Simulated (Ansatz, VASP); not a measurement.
## Cross-check of Hf between VASP and Ansatz

Aim: how closely do two programs agree when they are given the same cell, functional and k mesh? The cell is taken from a series of runs on this material, whose earlier steps may have relaxed, scaled, displaced or heated it; both programs get it as it stands.

Main program and level: Ansatz 0.2.0; plane waves, with VASP 6.6.1 beside it; relaxation of cell and atoms at PBE.

## 1. The structure

It takes space group P6_3/mmc (No. 194, hexagonal). Conventional cell: a = 3.205 Å, b = 3.205 Å, c = 5.064 Å, α = 90.00°, β = 90.00°, γ = 120.00°. Nearest to Hf lie 12 Hf at 3.14 to 3.21 Å.

## 2. VASP: relaxation of cell and atoms, PBE, pair 1

The relaxed volume is the usual yardstick between codes: in a stiff, nearly cubic crystal its relative difference is about their pressure difference at one cell divided by the bulk modulus.

Lines of VASP's logs that name or quote its potential files are left out, and so is its time.

The input, INCAR:

```
SYSTEM = Hf
PREC = Accurate
ENCUT = 500
EDIFF = 1E-07
NELM = 120
ISMEAR = 1
SIGMA = 0.2
LREAL = .FALSE.
ALGO = Normal
GGA = PE
NBANDS = 16
LASPH = .TRUE.
LORBIT = 11
LWAVE = .FALSE.
LCHARG = .FALSE.
ISIF = 3
IBRION = 2
NSW = 80
EDIFFG = -0.005
GGA_COMPAT = .FALSE.
NELMIN = 4
KPAR = 2
```

The input, POSCAR:

```
Hf
1.0
    3.2050560000      0.0000000000      0.0000000000
   -1.6025280000      2.7756600000      0.0000000000
    0.0000000000      0.0000000000      5.0637520000
Hf
2
Direct
    0.6666666666      0.3333333332      0.7500000000
    0.3333333332      0.6666666666      0.2500000000
```

The input, KPOINTS:

```
Automatic mesh
0
Gamma
15 15 8
0 0 0
```

PAW data sets: Hf_pv (PBE family, release 64).

Command:

```bash
> mpirun -np 2 vasp_std
```

Numbers of over 12 decimals in the logs are rounded to 6 here.

Output:

```text
[banner, memory and clock lines left out]
running    2 mpi-ranks, on    1 nodes
 distrk:  each k-point on    1 cores,    2 groups
 distr:  one band on    1 cores,    1 groups

 POSCAR found type information on POSCAR Hf
 POSCAR found :  1 types and       2 ions
 LDA part: xc-table for (Slater+PW92), standard interpolation
 POSCAR, INCAR and KPOINTS ok, starting setup
 FFT: planning ... GRIDC
 FFT: planning ... GRID_SOFT
 FFT: planning ... GRID
 WAVECAR not read
 entering main loop
       N       E                     dE             d eps       ncg     rms          rms(c)
DAV:   1     0.462399138643E+02    0.46240E+02   -0.11377E+04  4336   0.115E+03
DAV:   2    -0.189649895787E+02   -0.65205E+02   -0.63745E+02  5752   0.248E+02
DAV:   3    -0.205607688834E+02   -0.15958E+01   -0.15863E+01  5776   0.264E+01
DAV:   4    -0.205736002080E+02   -0.12831E-01   -0.12829E-01  5288   0.290E+00
DAV:   5    -0.205737721911E+02   -0.17198E-03   -0.17197E-03  5760   0.277E-01    0.648E+01
DAV:   6    -0.200433471432E+02    0.53043E+00   -0.50634E-01  5184   0.483E+00    0.384E+01
DAV:   7    -0.198594101362E+02    0.18394E+00   -0.85655E-01  5320   0.602E+00    0.187E+00
DAV:   8    -0.198489597827E+02    0.10450E-01   -0.55173E-02  4936   0.160E+00    0.266E-01
DAV:   9    -0.198490645725E+02   -0.10479E-03   -0.11298E-03  6000   0.250E-01    0.191E-01
DAV:  10    -0.198490503911E+02    0.14181E-04   -0.57957E-05  5064   0.535E-02    0.222E-01
DAV:  11    -0.198490540960E+02   -0.37050E-05   -0.59639E-06  5760   0.189E-02    0.101E-02
DAV:  12    -0.198490541233E+02   -0.27313E-07   -0.39494E-07  5064   0.426E-03
   1 F= -.19849054E+02 E0= -.19850451E+02  d E =-.198491E+02
 curvature:   0.00 expect dE= 0.000E+00 dE for cont linesearch  0.000E+00
 trial: gam= 0.00000 g(F)=  0.112E-46 g(S)=  0.939E-03 ort = 0.000E+00 (trialstep = 0.100E+01)
 search vector abs. value=  0.939E-03
 bond charge predicted
       N       E                     dE             d eps       ncg     rms          rms(c)
DAV:   1    -0.198546366486E+02   -0.55826E-02   -0.14148E-01  4336   0.289E+00    0.894E-01
DAV:   2    -0.198503906108E+02    0.42460E-02   -0.84389E-03  4424   0.683E-01    0.240E-01
DAV:   3    -0.198491058800E+02    0.12847E-02   -0.25194E-03  4696   0.339E-01    0.125E-01
DAV:   4    -0.198489647154E+02    0.14116E-03   -0.34190E-04  5376   0.129E-01    0.978E-02
DAV:   5    -0.198489603937E+02    0.43217E-05   -0.28123E-05  5816   0.289E-02    0.151E-02
DAV:   6    -0.198489610218E+02   -0.62812E-06   -0.88641E-07  5496   0.600E-03    0.555E-03
DAV:   7    -0.198489608584E+02    0.16338E-06   -0.32972E-08  3152   0.126E-03    0.871E-04
DAV:   8    -0.198489608694E+02   -0.11017E-07   -0.30705E-09  2592   0.400E-04
   2 F= -.19848961E+02 E0= -.19850356E+02  d E =0.932539E-04
 trial-energy change:    0.000093  1 .order    0.000101   -0.000939    0.001142
 step:   0.4571(harm=  0.4514)  dis= 0.00000  next Energy=   -19.849270 (dE=-0.215E-03)
 bond charge predicted
       N       E                     dE             d eps       ncg     rms          rms(c)
DAV:   1    -0.198509507188E+02   -0.19899E-02   -0.41705E-02  4336   0.157E+00    0.490E-01
DAV:   2    -0.198496967483E+02    0.12540E-02   -0.25083E-03  4392   0.371E-01    0.130E-01
DAV:   3    -0.198493194064E+02    0.37734E-03   -0.73279E-04  4624   0.182E-01    0.665E-02
DAV:   4    -0.198492748523E+02    0.44554E-04   -0.10444E-04  5400   0.712E-02    0.518E-02
DAV:   5    -0.198492695389E+02    0.53134E-05   -0.82202E-06  5776   0.156E-02    0.816E-03
DAV:   6    -0.198492693597E+02    0.17915E-06   -0.26282E-07  4920   0.329E-03    0.307E-03
DAV:   7    -0.198492694052E+02   -0.45520E-07   -0.10430E-08  2744   0.718E-04
   3 F= -.19849269E+02 E0= -.19850666E+02  d E =-.215282E-03
 curvature:  -0.23 expect dE=-0.208E-06 dE for cont linesearch -0.224E-07
 trial: gam= 0.01125 g(F)=  0.132E-46 g(S)=  0.923E-06 ort =-0.965E-05 (trialstep = 0.891E+00)
 search vector abs. value=  0.825E-06
 reached required accuracy - stopping structural energy minimisation
```

Parts of OUTCAR (step 2):

```text
ion  position               nearest neighbor table
   1  0.667  0.333  0.750-   2 3.14   2 3.14   2 3.14   2 3.14   2 3.14   2 3.14
   2  0.333  0.667  0.250-   1 3.14   1 3.14   1 3.14   1 3.14   1 3.14   1 3.14

  LATTYP: Found a hexagonal cell.
 ALAT       =     3.2050560000
 C/A-ratio  =     1.5799262166

 Subroutine GETGRP returns: Found 24 space group operations
 (whereof 12 operations were pure point group operations)

The static configuration has the point symmetry D_3d.
 The point group associated with its full space group is D_6h.

 Found    135 irreducible k-points:

   k-points           NKPTS =    135   k-points in BZ     NKDIM =    135   number of bands    NBANDS=     16

   dimension x,y,z NGX =    24 NGY =   24 NGZ =   40
   dimension x,y,z NGXF=    48 NGYF=   48 NGZF=   80

   ENCUT  =  500.0 eV  36.75 Ry    6.06 a.u.   5.84  5.84  9.23*2*pi/ulx,y,z

   NELECT =      20.0000    total number of electrons

 k-points in reciprocal lattice and weights: Automatic mesh
   0.00000000  0.00000000  0.00000000       0.001
   0.06666667 -0.00000000  0.00000000       0.003
   0.13333333 -0.00000000  0.00000000       0.003
   0.20000000 -0.00000000  0.00000000       0.003
   0.26666667 -0.00000000  0.00000000       0.003
   0.33333333  0.00000000  0.00000000       0.003
   0.40000000 -0.00000000  0.00000000       0.003
   0.46666667 -0.00000000  0.00000000       0.003
   0.06666667  0.06666667  0.00000000       0.003
[...]
0.33333333  0.26666667  0.50000000       0.007
   0.33333333  0.33333333  0.50000000       0.001

 average (electrostatic) potential at core
       1 -37.4213       2 -37.4213

 E-fermi :   4.9135

 k-point     1 :       0.0000    0.0000    0.0000
  band No.  band energies     occupation
    ...
      4     -25.3245      2.00000
      5     -25.3181      2.00000
      6     -25.3181      2.00000
      7      -2.4731      2.00000
      8       1.2030      2.00000
      9       5.5408     -0.00009
     10       6.0751     -0.00000
     11       6.0751     -0.00000
     12       6.3677     -0.00000
     13       6.8972     -0.00000
    ...

 k-point     2 :       0.0667   -0.0000    0.0000
  band No.  band energies     occupation
    ...
      4     -25.3437      2.00000
      5     -25.3298      2.00000
      6     -25.3212      2.00000
      7      -2.3389      2.00000
      8       1.3356      2.00000
      9       5.3613     -0.00686
     10       5.7102     -0.00000
     11       6.2012     -0.00000
     12       6.6429     -0.00000
     13       6.7590     -0.00000
    ...

 k-point     3 :       0.1333   -0.0000    0.0000
  band No.  band energies     occupation
    ...
      5     -25.3457      2.00000
      6     -25.3308      2.00000
      7      -1.9487      2.00000
      8       1.7075      2.00000
      9       4.8958      1.14910
     10       5.1596     -0.07091
     11       6.3578     -0.00000
     12       6.5751     -0.00000
     13       6.9780     -0.00000
     14       7.0687     -0.00000
    ...

  Total        0.0037180      0.0037180     -0.0032575      0.0000000     -0.0000000     -0.0000000
  in kB        0.1327343      0.1327343     -0.1162919      0.0000000     -0.0000000     -0.0000000
  external PRESSURE =       0.0497255 kB  Pullay stress =       0.0000000 kB

  energy-cutoff  :      500.00
  volume of cell :       44.88
      direct lattice vectors                 reciprocal lattice vectors
     3.201229104 -0.000000000 -0.000000000     0.312380016  0.180352681  0.000000000
    -1.600614552  2.772345811  0.000000000     0.000000000  0.360705362  0.000000000
     0.000000000  0.000000000  5.056804173     0.000000000  0.000000000  0.197753357

 POSITION                                       TOTAL-FORCE (eV/Angst)
 -----------------------------------------------------------------------------------
      1.60061      0.92412      3.79260        -0.000000     -0.000000      0.000000
     -0.00000      1.84823      1.26420         0.000000      0.000000     -0.000000
 -----------------------------------------------------------------------------------
    total drift:                                0.000000      0.000000      0.000000

  FREE ENERGIE OF THE ION-ELECTRON SYSTEM (eV)
  ---------------------------------------------------
  free  energy   TOTEN  =       -19.8492694052 eV

  energy  without entropy=      -19.8534584735  energy(sigma->0) =      -19.85066576

 reached required accuracy - stopping structural energy minimisation

 total charge
# of ion       s       p       d       tot
------------------------------------------
    1        0.393   6.387   1.542   8.321
    2        0.393   6.387   1.542   8.321
--------------------------------------------------
tot          0.786  12.773   3.083  16.642

[... 3 further parts left out ...]
```

Harder data sets than Hf_pv exist (the GW ones), and pressures, volumes and forces can shift noticeably with them.

## 3. Ansatz: relaxation of cell and atoms, PBE, pair 1

Ansatz runs on its PAW soft_1 files.

The same cell, functional, mesh and smearing now go to Ansatz, which takes its cutoff from its data sets.

The input, input.yaml:

```yaml
crystal:
  lattice:
    - [3.2050562924, 0.0, 0.0]
    - [-1.6025281462, 2.7756601698, 0.0]
    - [0.0, 0.0, 5.0637519104]
  atoms:
    - { symbol: Hf, position: [0.6666666667, 0.3333333333, 0.75] }
    - { symbol: Hf, position: [0.3333333333, 0.6666666667, 0.25] }
kpoints:
  mp_grid: { grid: [15, 15, 8] }
hamiltonian:
  xc: pbe
  pseudopotentials: { kind: paw, azcp: { folder: soft_1 } }
scf:
  occupations: { method: methfessel_paxton, width: 0.2 }
output:
  forces: true
  stress: true
  eigenvalues: true
relax:
  adjacent_minimum: "off"
  f_tol: 0.001
  max_steps: 60
  cell: { stress_tol: 0.01 }
```

Command:

```bash
> ansatz run input.yaml --threads 4 --pin off --max-ram 16384MiB --backend cpu --events-out ev --progress --plain --runs-dir out
```

Output:

```text
Engine: ansatz 0.2.0, aarch64-unknown-linux-gnu
Pseudopotentials: kind: paw
Pseudopotential: Hf, paw, valence charge 26, recommended cutoff 420 eV (normal), soft_1/Hf.paw.azcp
Functional definition: PBE
  parameter kappa = 0.804
  parameter beta = 0.066725
  exchange = pbe_x(kappa = kappa, mu = beta*pi^2/3)
  correlation = pbe_c(beta = beta)
Crystal: 2 atoms, lattice volume = 45.048 Å³
Basis set: ecut = 420 eV, 881 PW (Γ), exchange–correlation on 48×48×72 points (8 copies of the dense FFT grid, shifted against one another)
Bands: 32, of which v1, the nominal top of the filled ones, is band 26 counted from 1 (25 counted from 0)
Symmetry: 24 space group operations
Space group: P63/mmc (ITA 194), of the structure as read, at distance tolerance 3.6e-5 Å
k-points: 135 of 1800
Non-local potential: Hf, projectors of the file, l = 0: 3, l = 1: 2, l = 2: 2, l = 3: 3
PAW form: soft (Blöchl's): semilocal exchange-correlation on the pseudo side does not see the compensation charge
PAW one-centre angular grid: Hf, 590 points (default); XC on 64 Gauss nodes
Initial density: superposition of atomic densities (chi_scale 0.1, normalization cell)
Initial wavefunctions: pseudopotential atomic-orbital guess
Functional: x = pbe(κ = 0.804, μ = 0.219515), c = pbe(β = 0.066725)
SCF iter   1: F=—  HF=-31444.636554 eV  |F-HF|=—  |Δ(HF+E_count)|=         —  Δρ=3.56e-2  dr2=6.96e-1  ethr=3.10e-3  ⟨swp⟩=4.9  Hψ=14565  notcnv=0
preconditioner: auto → Kerker (q_TF=auto, 2.794 Å⁻¹)  [metal: Δε(μ)=0.023 eV  Ē_g=16.917 eV  σ=0.200 eV  W_gap=0.10  n_scr=22 (ndim 8)  ℏωp=38.3 eV  f_vac=0.000  D(μ)=1.33/eV (n_scr^D=8)]
SCF iter   2: F=—  HF=-31444.505548 eV  |F-HF|=—  |Δ(HF+E_count)|=   1.31e-1  S|Δr|=    0.00e0  Δρ=2.30e-2  dr2=2.86e-1  ethr=1.34e-3  ⟨swp⟩=3.0  Hψ=8419  notcnv=0  defer=59
SCF iter   3: F=—  HF=-31444.459208 eV  |F-HF|=—  |Δ(HF+E_count)|=   4.63e-2  S|Δr|=    0.00e0  Δρ=8.88e-3  dr2=4.29e-2  ethr=5.49e-4  ⟨swp⟩=2.0  Hψ=6822  notcnv=0  defer=58
SCF iter   4: F=—  HF=-31444.412273 eV  |F-HF|=—  |Δ(HF+E_count)|=   4.69e-2  S|Δr|=    0.00e0  Δρ=3.31e-3  dr2=2.48e-3  ethr=8.24e-5  ⟨swp⟩=2.1  Hψ=7841  notcnv=0  defer=58
SCF iter   5: F=—  HF=-31444.413533 eV  |F-HF|=—  |Δ(HF+E_count)|=   1.26e-3  S|Δr|=    0.00e0  Δρ=8.48e-4  dr2=3.34e-4  ethr=4.76e-6  ⟨swp⟩=2.3  Hψ=7818  notcnv=0  defer=55
SCF iter   6: F=—  HF=-31444.413764 eV  |F-HF|=—  |Δ(HF+E_count)|=   2.31e-4  S|Δr|=    0.00e0  Δρ=1.69e-4  dr2=1.02e-5  ethr=6.42e-7  ⟨swp⟩=2.1  Hψ=7832  notcnv=0  defer=55
SCF iter   7: F=—  HF=-31444.413775 eV  |F-HF|=—  |Δ(HF+E_count)|=   1.11e-5  S|Δr|=    0.00e0  Δρ=4.06e-5  dr2=7.40e-7  ethr=1.97e-8  ⟨swp⟩=2.6  Hψ=8160  notcnv=0  defer=57
SCF iter   8: F=-31444.413775 eV  HF=-31444.413775 eV  |F-HF|=9.39e-9  |Δ(HF+E_count)|=   6.30e-9  S|Δr|=    0.00e0  Δρ=8.03e-6  dr2=2.94e-8  ethr=1.92e-10  ⟨swp⟩=10.9  Hψ=25120  notcnv=0
SCF 1 converged in 8 iterations: F = -31444.413775 eV  dr2 = 2.94e-8
  greatest PAW one-centre occupation: 0.999 electrons in one spin orbital (limit 2), on the Hf atom at site 1 (counted from 0), in its partial waves of l = 0
relax step   1: F+E_penalty+E_count = -31444.41377518 eV  Δ(F+E_penalty+E_count) = +0.000e0 eV  max|allowed force component| = 3.146e-16 eV/Å  Δτ_max = 0.0000 Å  P = +0.035 GPa  Ω = 45.048 Å³  (8 SCF iters, dr2 threshold 1.00e-7 eV, accepted)
[...]
relax step   2: F+E_penalty+E_count = -31444.41376388 eV  Δ(F+E_penalty+E_count) = +1.130e-5 eV  max|allowed force component| = 6.384e-16 eV/Å  Δτ_max = 0.0000 Å  P = -0.049 GPa  Ω = 45.083 Å³  energy of the carried Pulay correction = -1.129e-5 eV  (4 SCF iters, dr2 threshold 1.13e-8 eV, rejected (line search))
[...]
relax step   3: F+E_penalty+E_count = -31444.41377410 eV  Δ(F+E_penalty+E_count) = +1.079e-6 eV  max|allowed force component| = 2.776e-16 eV/Å  Δτ_max = 0.0000 Å  P = +0.003 GPa  Ω = 45.061 Å³  energy of the carried Pulay correction = -4.313e-6 eV  (7 SCF iters, accepted)
[...]
relax step   4: F+E_penalty+E_count = -31444.41377379 eV  Δ(F+E_penalty+E_count) = +3.070e-7 eV  max|allowed force component| = 6.661e-16 eV/Å  Δτ_max = 0.0000 Å  P = -0.000 GPa  Ω = 45.063 Å³  energy of the carried Pulay correction = -4.739e-6 eV  (3 SCF iters, dr2 threshold 2.91e-10 eV, accepted)
[...]
relax step   5: F+E_penalty+E_count = -31444.41377646 eV  Δ(F+E_penalty+E_count) = -2.670e-6 eV  max|allowed force component| = 6.661e-16 eV/Å  Δτ_max = 0.0000 Å  P = -0.000 GPa  Ω = 45.063 Å³  stress off target by 6.96e-4 GPa  SCF on the basis re-selected at this cell (its energy is not comparable with the rows above)  (5 SCF iters)
basis re-selected at this cell: Δ(F+E_penalty+E_count) = -2.670e-6 eV, ΔP = +0.000 GPa vs the last step (what re-selecting the basis moved, of the pressure what is left beyond the Pulay correction that the steps carried, after the strain that the cell walked since its last selection, with what the two solves' SCF thresholds leave and, on support functions, any second-order correction that the steps lacked; it is no m [...]
SCF converged after 5 iterations
Stability not checked: this state was not tested for a lower state beside it, because cold or Methfessel-Paxton smearing, or corrected tetrahedra, fill the levels in a way that the test cannot read (fill_not_monotonic; see scf.lower_state_search)
Free energy (F): -31444.413776 eV
Harris-Foulkes:  -31444.413776 eV  (|F-HF|=3.64e-12)
Internal energy: -31444.418008 eV  (E = F + TS)
E sigma→0 (E₀):  -31444.414834 eV
Entropy (-TS):   0.004232 eV (2.116 meV/atom)
Fermi energy:    18.033705 eV
--- Per-component energies (eV) ---
  E_band       = -26.724113
  E_kinetic    = 817.298318
  E_local      = -12664.170929  (includes V_loc(G=0)·N_el)
  E_nonlocal   = 115.758455
  E_hartree    = 6164.775301
  E_xc         = -533.070053
  E_vxc        = -509.478393  (∫ρ·V_xc dr)
  E_paw        = -15392.715710  (= ΣΔE_a)
  E_vpaw       = -115.682328  (= ΣTr[D̂ρ^β])
  E_aug_tail   = 0.000158  (compensation charges beyond the density's cutoff)
  E_ewald      = -9952.293547
  E_smearing   = 0.004232  (= −TS)
  E_closure    = -0.000000  (closes the sum)
  Σ components = -31444.413776   (vs F -31444.413776, Δ=0.00e0)
--- Forces (eV/Å), atoms counted from 1 ---
  atom   1  Hf    -0.00000000     0.00000000     0.00000000
  atom   2  Hf    -0.00000000    -0.00000000     0.00000000
  max |Σ_I F_I| component: 7.40e-17 eV/Å
--- Stress (GPa, compression-positive) ---
       -0.000696      -0.000000       0.000000
        0.000000      -0.000696       0.000000
        0.000000       0.000000       0.000130
  P = ⅓ Tr σ = -0.0004 GPa (-0.004 kbar)
--- Band table (eV; the first three rows and the last of 135) ---
  k-point 0: bands = [... 22 lower, 10.6582, 14.3276, 18.6351, 19.1872, 19.1872, 19.4751, 20.0046, 20.0046, ... 2 higher]
  k-point 1: bands = [... 22 lower, 10.8013, 14.2500, 18.4370, 19.1042, 19.1042, 19.3495, 19.8854, 19.8854, ... 2 higher]
  k-point 2: bands = [... 22 lower, 11.2153, 13.9602, 18.0906, 18.9855, 18.9855, 19.0124, 19.6064, 19.6064, ... 2 higher]
  k-point 134: bands = [... 22 lower, 16.2701, 16.2701, 16.5624, 16.5624, 17.8087, 17.8087, 20.5322, 20.5322, ... 2 higher]
--- Relaxed structure (4 steps of the walk, 3 accepted, 1 SCFs on fresh bases) ---
  F+E_penalty+E_count = -31444.41377646 eV   max|allowed force component| = 6.661e-16 eV/Å   (the final SCF, on the basis selected at the relaxed cell)
  cell:  # Å, volume = 45.0626 Å³
    - [3.204998, 0.0, 0]
    - [-1.602499, 2.775610, 0]
    - [0, 0, 5.065591]
  atoms:
    - { symbol: Hf, position: [0.666667, 0.333333, 0.750000] }
    - { symbol: Hf, position: [0.333333, 0.666667, 0.250000] }
```

## 4. Differences

Known differences besides the potentials themselves: the data sets hold 52 valence electrons in Ansatz (on its PAW soft_1 files) and 20 in VASP; the cutoff is 420 eV in Ansatz and 500 eV in VASP; Ansatz adds a Pulay correction to the stress that steers its cell, VASP none. Total energies have different zeros and are not compared.

Both answers:

| quantity | Ansatz | VASP | difference |
| --- | --- | --- | --- |
| volume (Å³) | 45.06 | 44.88 | +0.41 % |
| edge a after relaxation, in the typed setting (Å) | 3.205 | 3.201 | +0.12 % |
| edge c after relaxation, in the typed setting (Å) | 5.066 | 5.057 | +0.17 % |

[end of part 1 of 2]

[Lines on the potential files, build, host, timing and source positions are cut from VASP's logs without a mark.]

[Logs are printed without paths, hosts, clocks, repeated set-up lines and the standing remarks that a program may print on its own settings, such as how far it seeks lower states.]

[Hosts, paths, dates, database ids (printed as entryN), source tags and the programs' standing remarks are cut or masked in the printed files.]
